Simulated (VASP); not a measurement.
# BN (P4_2/mnm) in VASP: equation of state, part 2 of 2

VASP 6.6.1.

## Step 3: Equation of state, PBE, 5.99 Å³/atom (volume scaled by 0.96)

Input file INCAR:

```
SYSTEM = BN
PREC     = Accurate       ! precision mode
ENCUT    = 520            ! plane-wave cutoff, eV
EDIFF    = 1E-7           ! SCF threshold, eV
ISMEAR   = -1             ! smearing method
SIGMA    = 0.05           ! smearing width, eV
LREAL    = .False.        ! projectors in reciprocal space
LASPH    = .True.         ! aspherical terms in the spheres
NELM     = 60             ! most SCF steps
ALGO     = Normal         ! electronic algorithm
ISIF     = 2              ! what is computed and relaxed
LWAVE    = .False.        ! write WAVECAR
LCHARG   = .False.        ! write CHGCAR
GGA      = PE             ! functional
NBANDS   = 26             ! bands
```

Input file KPOINTS:

```
Automatic mesh
0
Gamma
  6 6 10
  0 0 0
```

Input file POSCAR:

```
BN
1.0
    4.3644288729      0.0000000000      0.0000000000
    0.0000000000      4.3644288729      0.0000000000
    0.0000000000      0.0000000000      2.5158875044
N B
4 4
Direct
    0.1873990000      0.1873990000      0.5000000000
    0.6873990000      0.3126010000      0.0000000000
    0.3126010000      0.6873990000      0.0000000000
    0.8126010000      0.8126010000      0.5000000000
    0.8257170000      0.1742830000      0.5000000000
    0.6742830000      0.6742830000      0.0000000000
    0.3257170000      0.3257170000      0.0000000000
    0.1742830000      0.8257170000      0.5000000000
```

Potentials or basis: VASP PAW PBE potentials, release 64 (N, B).

Command:

```console
> cat potpaw_PBE.64/N/POTCAR potpaw_PBE.64/B/POTCAR > POTCAR
> mpirun -np 1 vasp_std > vasp.out
```

Wall time 36 s (1 thread of AMD EPYC 9R45 (Zen 5), shared host); peak memory 0.15 GiB.

Results (log left out):

```yaml
Free_energy: -68.8931 eV
Pressure: 15.5 GPa
Largest_force: 0.083 eV/Å
Band_gap_on_the_k_mesh: 4.78 eV, indirect (least direct gap 5.91 eV)
```

## Step 4: Equation of state, PBE, 6.12 Å³/atom (volume scaled by 0.98)

Input file INCAR:

```
SYSTEM = BN
PREC = Accurate
ENCUT = 520
EDIFF = 1E-7
ISMEAR = -1
SIGMA = 0.05
LREAL = .FALSE.
LASPH = .TRUE.
NELM = 60
ALGO = Normal
ISIF = 2
LWAVE = .FALSE.
LCHARG = .FALSE.
GGA = PE
NBANDS = 26
```

Input file KPOINTS:

```
Automatic mesh
0
G
  6 6 10
  0 0 0
```

POSCAR, as its differences from that of step 3:

```diff
@@ -2,5 +2,5 @@
 1.0
-    4.3644288729      0.0000000000      0.0000000000
-    0.0000000000      4.3644288729      0.0000000000
-    0.0000000000      0.0000000000      2.5158875044
+    4.3945293335      0.0000000000      0.0000000000
+    0.0000000000      4.3945293335      0.0000000000
+    0.0000000000      0.0000000000      2.5332390010
 N B
```

Command:

```console
> cat potpaw_PBE.64/N/POTCAR potpaw_PBE.64/B/POTCAR > POTCAR
> mpirun -np 1 vasp_std > vasp.out
```

Run time: 44 s. Hardware: 1 thread of AMD EPYC 9R45 (Zen 5), shared host; peak memory 0.16 GiB.

The run converged. Its results:

```
Free energy            : -68.9655 eV
Pressure               : 7.3 GPa
Largest force          : 0.039 eV/Å
Band gap on the k mesh : 4.79 eV, indirect (least direct gap 5.91 eV)
```

## Step 5: Equation of state, PBE, 6.36 Å³/atom (volume scaled by 1.02)

Input file INCAR:

```
  PREC = Accurate
  ENCUT = 520
  EDIFF = 1E-7
  ISMEAR = -1
  SIGMA = 0.05
  LREAL = False
  LASPH = True
  NELM = 60
  ALGO = Normal
  ISIF = 2
  LWAVE = False
  LCHARG = False
  GGA = PE
  NBANDS = 26
```

Input file KPOINTS:

```
regular mesh
0
Gamma
  6 6 10
```

POSCAR, as its differences from that of step 4:

```diff
@@ -2,5 +2,5 @@
 1.0
-    4.3945293335      0.0000000000      0.0000000000
-    0.0000000000      4.3945293335      0.0000000000
-    0.0000000000      0.0000000000      2.5332390010
+    4.4535233440      0.0000000000      0.0000000000
+    0.0000000000      4.4535233440      0.0000000000
+    0.0000000000      0.0000000000      2.5672462671
 N B
```

Command:

```console
> cat potpaw_PBE.64/N/POTCAR potpaw_PBE.64/B/POTCAR > POTCAR
> mpirun -np 1 vasp_std > vasp.out
```

It took 47 s on 1 thread of AMD EPYC 9R45 (Zen 5), shared host; peak memory 0.17 GiB.

It converged, with:

```
Free energy            : -68.9693 eV
Pressure               : -6.8 GPa
Largest force          : 0.041 eV/Å
Band gap on the k mesh : 4.82 eV, indirect (least direct gap 5.89 eV)
```

## Step 6: Equation of state, PBE, 6.49 Å³/atom (volume scaled by 1.04)

Input file INCAR:

```
  PREC = Accurate
  ENCUT = 520
  EDIFF = 1E-7
  ISMEAR = -1
  SIGMA = 0.05
  LREAL = F
  LASPH = T
  NELM = 80
  ALGO = Normal
  ISIF = 2
  LWAVE = F
  LCHARG = F
  GGA = PE
  NBANDS = 26
```

Input file KPOINTS:

```
Automatic mesh
0
Gamma
  6 6 10
```

POSCAR, as its differences from that of step 5:

```diff
@@ -2,5 +2,5 @@
 1.0
-    4.4535233440      0.0000000000      0.0000000000
-    0.0000000000      4.4535233440      0.0000000000
-    0.0000000000      0.0000000000      2.5672462671
+    4.4824431370      0.0000000000      0.0000000000
+    0.0000000000      4.4824431370      0.0000000000
+    0.0000000000      0.0000000000      2.5839171645
 N B
```

Potentials or basis: VASP PAW PBE potentials, release 64 (N, B).

Command:

```console
> cat potpaw_PBE.64/N/POTCAR potpaw_PBE.64/B/POTCAR > POTCAR
> mpirun -np 1 vasp_std > vasp.out
```

Run time: 45 s. Hardware: 1 thread of AMD EPYC 9R45 (Zen 5), shared host; peak memory 0.17 GiB.

The run converged. Its results:

| Property | Result |
| --- | --- |
| Free energy | -68.9090 eV |
| Pressure | -12.9 GPa |
| Largest force | 0.078 eV/Å |
| Band gap on the k mesh | 4.83 eV, indirect (least direct gap 5.87 eV) |

## Step 7: Equation of state, PBE, 6.61 Å³/atom (volume scaled by 1.06)

Input file INCAR:

```
SYSTEM = BN
  PREC = Accurate
  ENCUT = 520
  EDIFF = 1E-7
  ISMEAR = -1
  SIGMA = 0.05
  LREAL = .False.
  LASPH = .True.
  NELM = 60
  ALGO = Normal
  ISIF = 2
  LWAVE = .False.
  LCHARG = .False.
  GGA = PE
  NBANDS = 26
```

Input file KPOINTS:

```
Automatic mesh
0
Gamma
  6 6 10
  0 0 0
```

POSCAR, as its differences from that of step 6:

```diff
@@ -2,5 +2,5 @@
 1.0
-    4.4824431370      0.0000000000      0.0000000000
-    0.0000000000      4.4824431370      0.0000000000
-    0.0000000000      0.0000000000      2.5839171645
+    4.5109945001      0.0000000000      0.0000000000
+    0.0000000000      4.5109945001      0.0000000000
+    0.0000000000      0.0000000000      2.6003756793
 N B
```

Potentials or basis: VASP PAW PBE potentials, release 64 (N, B).

Command:

```console
> cat potpaw_PBE.64/N/POTCAR potpaw_PBE.64/B/POTCAR > POTCAR
> mpirun -np 1 vasp_std > vasp.out
```

OUTCAR:

```text
SYSTEM = BN
   PREC = Accurate
   ENCUT = 520
   EDIFF = 1E-7
   ISMEAR = -1
   LREAL = .False.
   LASPH = .True.
   NELM = 60
   ISIF = 2
   GGA = PE

 Found     60 irreducible k-points:

 Following reciprocal coordinates:
            Coordinates               Weight
  0.000000  0.000000  0.000000      1.000000
  0.166667  0.000000  0.000000      4.000000
  0.333333  0.000000  0.000000      4.000000
  0.500000  0.000000  0.000000      2.000000
  0.166667  0.166667  0.000000      4.000000
  0.333333  0.166667  0.000000      8.000000
   k-points           NKPTS =     60   k-points in BZ     NKDIM =     60   number of bands    NBANDS=     26
   number of dos      NEDOS =    301   number of ions     NIONS =      8
   total plane-waves  NPLWV =  25920
   dimension x,y,z NGX =    36 NGY =   36 NGZ =   20
   dimension x,y,z NGXF=    72 NGYF=   72 NGZF=   40
   ions per type =               4   4
   NGX,Y,Z   is equivalent  to a cutoff of  13.27, 13.27, 12.79 a.u.
   NGXF,Y,Z  is equivalent  to a cutoff of  26.53, 26.53, 25.57 a.u.
 SYSTEM =  BN
   PREC   = accura    normal or accurate (medium, high low for compatibility)
   ISTART =      0    job   : 0-new  1-cont  2-samecut
[... 65 lines left out ...]
      1     -13.2397      2.00000
      2      -9.5244      2.00000
      3      -9.5244      2.00000
      4      -9.1799      2.00000
      5      -3.3903      2.00000
      6      -2.4039      2.00000
[... 163 lines left out ...]
     25      17.1829      0.00000
     26      17.4489      0.00000

 [... further k-points ...]

------------------------ aborting loop because EDIFF is reached ----------------------------------------

  FORCE on cell =-STRESS in cart. coord.  units (eV):
  Direction    XX          YY          ZZ          XY          YZ          ZX
  --------------------------------------------------------------------------------------
  -------------------------------------------------------------------------------------
  Total       -5.8623941     -5.8623941     -6.6466636     -0.0000000      0.0000000      0.0000000
  in kB     -177.5026753   -177.5026753   -201.2489339     -0.0000000      0.0000000      0.0000000
  external PRESSURE =    -185.4180948 kB  Pullay stress =       0.0000000 kB

 VOLUME and BASIS-vectors are now :
 -----------------------------------------------------------------------------
  energy-cutoff  :      520.00
  volume of cell :       52.92
      direct lattice vectors                 reciprocal lattice vectors
     4.510994500  0.000000000  0.000000000     0.221680607  0.000000000  0.000000000
     0.000000000  4.510994500  0.000000000     0.000000000  0.221680607  0.000000000
     0.000000000  0.000000000  2.600375679     0.000000000  0.000000000  0.384559819

 POSITION                                       TOTAL-FORCE (eV/Angst)
 -----------------------------------------------------------------------------------
      0.84536      0.84536      1.30019        -0.080311     -0.080311     -0.000000
      3.10085      1.41014      0.00000        -0.080311      0.080311     -0.000000
      1.41014      3.10085      0.00000         0.080311     -0.080311     -0.000000
      3.66564      3.66564      1.30019         0.080311      0.080311      0.000000
      3.72480      0.78619      1.30019        -0.020619      0.020619     -0.000000
      3.04169      3.04169      0.00000         0.020619      0.020619     -0.000000
      1.46931      1.46931      0.00000        -0.020619     -0.020619      0.000000
      0.78619      3.72480      1.30019         0.020619     -0.020619     -0.000000
 -----------------------------------------------------------------------------------
    total drift:                               -0.000000     -0.000000     -0.000000

  FREE ENERGIE OF THE ION-ELECTRON SYSTEM (eV)
  ---------------------------------------------------
  free  energy   TOTEN  =       -68.8121460287 eV

  energy  without entropy=      -68.8121460286  energy(sigma->0) =      -68.81214603
```

It took 46 s on 1 thread of AMD EPYC 9R45 (Zen 5), shared host; peak memory 0.17 GiB.

Results:

- Free energy: -68.8121 eV
- Pressure: -18.5 GPa
- Largest force: 0.114 eV/Å
- Band gap on the k mesh: 4.84 eV, indirect (least direct gap 5.86 eV)

## Step 8: Equation of state, PBE

No new run: the results of the series are fitted here.

What came out:

```
Equilibrium volume                        : 6.24 Å³/atom
Bulk modulus at fixed shape and positions : 353 GPa
Pressure derivative of the bulk modulus   : 3.7
```

Energy against volume, from the lowest point:
```
volume (Å³/atom)  energy (meV/atom)
           5.866              27.75
           5.990              12.04
           6.115               3.00
           6.240               0.00
           6.365               2.52
           6.490              10.05
           6.614              22.16
```

Caveat: the cell was scaled at fixed shape and fractional positions, which overstates the stiffness of a crystal with free parameters, most of all of layers and chains.
